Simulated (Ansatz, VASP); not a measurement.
Pb in VASP and in Ansatz

File INCAR:

```
PREC     = Accurate       # precision mode
ENCUT    = 520            # plane-wave cutoff, eV
EDIFF    = 1E-6           # SCF threshold, eV
ISMEAR   = -1             # smearing method
SIGMA    = 0.05           # smearing width, eV
LREAL    = F              # projectors in reciprocal space
LASPH    = T              # aspherical terms in the spheres
NELM     = 60             # most SCF steps
ALGO     = Normal         # electronic algorithm
ISIF     = 2              # what is computed and relaxed
LWAVE    = F              # write WAVECAR
LCHARG   = T              # write CHGCAR
LELF     = T              # ELF
LVHAR    = T            
NBANDS   = 13             # bands
```

KPOINTS

```
Automatic mesh
0
Gamma
  14 14 14
```

File POSCAR:

```
Pb
1.0
   -1.9313981760      1.9313981760      1.9313981760
    1.9313981760     -1.9313981760      1.9313981760
    1.9313981760      1.9313981760     -1.9313981760
Pb
1
Direct
    0.0000000000      0.0000000000      0.0000000000
```

Input for Ansatz:

```yaml
crystal:
  lattice:
    - [-1.931398176, 1.931398176, 1.931398176]
    - [1.931398176, -1.931398176, 1.931398176]
    - [1.931398176, 1.931398176, -1.931398176]
  atoms:
    - { symbol: Pb, position: [0.0, 0.0, 0.0] }
kpoints:
  mp_grid: { grid: [14, 14, 14] }
  band_path:
    path:
      - [0.0, 0.0, 0.0]
      - [0.5, -0.5, 0.5]
      - [0.0, 0.0, 0.5]
      - [0.0, 0.0, 0.0]
      - [0.25, 0.25, 0.25]
      - [0.5, -0.5, 0.5]
      - [0.25, 0.25, 0.25]
      - [0.0, 0.0, 0.5]
    npoints: 8
scf:
  occupations: { method: fermi_dirac, width: 0.05 }
hamiltonian:
  xc: lda
  pseudopotentials: { kind: paw }
output:
  forces: true
  stress: true
  eigenvalues: true
  populations: true
  dos: { projected: true, de: 0.2, e_range: [-14, 8] }
  write_density: true
  write_potential: true
  elf: true
  volumetric_format: npy
```

Change from the starting cell: volume scaled by 1, PAW files.

Alike in both runs: task single point; functional LDA; k mesh 14 × 14 × 14; occupations fermi-dirac, width 0.05 eV; no spin polarisation.

```csv
,VASP,Ansatz
version,VASP 6.6.1,Ansatz 0.2.0
potentials or method,"VASP PAW LDA potentials, release 64 (Pb_d)","PAW with Ansatz's default frozen-core files, scalar-relativistic"
plane-wave cutoff (eV),520,420
valence electrons in the cell,14,14
```

```csv
,VASP,Ansatz,Ansatz less VASP
pressure (GPa),0.1,0.0,-0.04
```

The runs have no spin-orbit coupling, so splittings on Pb are missing.
